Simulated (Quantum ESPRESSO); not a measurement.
A run of Quantum ESPRESSO 7.5 is set up as follows.

The input pw.in:

```
&CONTROL
  calculation = 'vc-relax'
  prefix = 'pwscf'
  outdir = './tmp'
  pseudo_dir = './pseudo'
  tprnfor = .true.
  tstress = .true.
  disk_io = 'low'
  nstep = 40
  forc_conv_thr = 0.0004
  etot_conv_thr = 1d-05
/
&SYSTEM
  ibrav = 0
  nat = 2
  ntyp = 2
  ecutwfc = 84
  nbnd = 14
  input_dft = 'pbesol'
  occupations = 'smearing'
  smearing = 'fd'
  degauss = 0.00367493
  vdw_corr = 'grimme-d3'
  dftd3_version = 4
/
&ELECTRONS
  conv_thr = 4d-10
  electron_maxstep = 120
  mixing_beta = 0.5
/
&IONS
  ion_dynamics = 'bfgs'
/
&CELL
  cell_dynamics = 'bfgs'
  press = 0
  press_conv_thr = 0.3
/
ATOMIC_SPECIES
S     32.0600 S.upf
Mg    24.3050 Mg.upf
CELL_PARAMETERS angstrom
   0.0000000000    2.6016500000    2.6016500000
   2.6016500000    0.0000000000    2.6016500000
   2.6016500000    2.6016500000    0.0000000000
ATOMIC_POSITIONS angstrom
S      2.6016500000    2.6016500000    2.6016500000
Mg     0.0000000000    0.0000000000    0.0000000000
K_POINTS automatic
9 9 9 0 0 0
```

Potentials or basis: PseudoDojo 0.4.1 SR PBE standard.

Command:

```bash
$ OMP_NUM_THREADS=1 pw.x -in pw.in > pw.out
```

What does it give for the space group after relaxing (to 0.05 Å)?

Fm-3m (No. 225).

Estimate the relaxed volume.

16.91 Å³/atom.

Estimate the band gap on the k mesh.

2.90 eV, indirect (least direct gap 3.90 eV).

What does it give for the relaxed cell?

a = 3.630 Å, b = 3.630 Å, c = 3.630 Å, α = 60.00°, β = 60.00°, γ = 60.00°.

Final structure:
```
S Mg
1.0
     0.00000    2.56666    2.56666
     2.56666    0.00000    2.56666
     2.56666    2.56666    0.00000
S Mg
1 1
Direct
  0.50000 0.50000 0.50000
  0.00000 0.00000 0.00000
```

Caveat: the potentials were made for another functional, which shifts forces and pressure; an odd mesh through Γ misses points on the zone boundary, where band edges often lie. As with any semilocal functional, this PBEsol gap is likely too small.
